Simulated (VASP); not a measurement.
Here is a VASP 6.6.1 calculation.

Contents of INCAR:

```
SYSTEM = RbCl
  ALGO = Normal
  EDIFF = 1E-6
  EDIFFG = -0.01
  ENCUT = 600
  GGA = PS
  IBRION = 2
  ISIF = 3
  ISMEAR = 0
  LASPH = .True.
  LCHARG = .False.
  LREAL = .False.
  LWAVE = .False.
  NELM = 80
  NSW = 90
  PREC = Accurate
  SIGMA = 0.03
```

Contents of KPOINTS:

```
k-points
0
Gamma
  8 8 8
  0 0 0
```

POSCAR

```
RbCl
1.0
    0.0000000000      3.2740000000      3.2740000000
    3.2740000000      0.0000000000      3.2740000000
    3.2740000000      3.2740000000      0.0000000000
Rb Cl
1 1
Direct
    0.0000000000      0.0000000000      0.0000000000
    0.5000000000      0.5000000000      0.5000000000
```

Potentials or basis: VASP PAW PBE potentials, release 64 (Rb_sv, Cl).

Command:

```bash
$ cat potpaw_PBE.64/Rb_sv/POTCAR potpaw_PBE.64/Cl/POTCAR > POTCAR
$ mpirun -np 1 vasp_std > vasp.out
```

Predict the band gap on the k mesh.

4.89 eV, direct.

Final structure:
```yaml
crystal:
  lattice:
    - [0.00000, 3.27400, 3.27400]
    - [3.27400, 0.00000, 3.27400]
    - [3.27400, 3.27400, 0.00000]
  atoms:
    - { symbol: Rb, position: [0.00000, 0.00000, 0.00000] }
    - { symbol: Cl, position: [0.50000, 0.50000, 0.50000] }
```

Caveat: the relaxation stopped at its first step, so nothing moved. A k mesh can miss the band edges.
